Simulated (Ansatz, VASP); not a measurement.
**One calculation of Si, two programs**

```
CELL_PARAMETERS angstrom
0.00000 2.70639 2.70639
2.70639 0.00000 2.70639
2.70639 2.70639 0.00000
ATOMIC_POSITIONS crystal
Si 0.50000 0.50000 0.50000
Si 0.75000 0.75000 0.75000
```

Change from the starting cell: volume scaled by 0.99, crystal datasets.

Alike in both runs: task electric field gradients; functional LDA; k mesh 11 × 11 × 11; occupations fermi-dirac, width 0.08 eV; no spin polarisation.

```csv
,VASP,Ansatz
version,VASP 6.6.1,Ansatz 0.2.0
potentials or method,"VASP PAW LDA potentials, release 64 (Si), cutoff 520 eV","all-electron PAW with datasets made for the crystal, scalar-relativistic"
```

Ansatz gave:

* pressure (GPa): -0.6
* Vzz of the field gradient on the site that differs most (V/Å²): 0.0

Task: Estimate VASP's values.

Result: Pressure (GPa): -0.5; Vzz of the field gradient on the site that differs most (V/Å²): 0.0.

Ansatz ran all-electron here, so the differences hold the error of VASP's frozen core and of both bases.
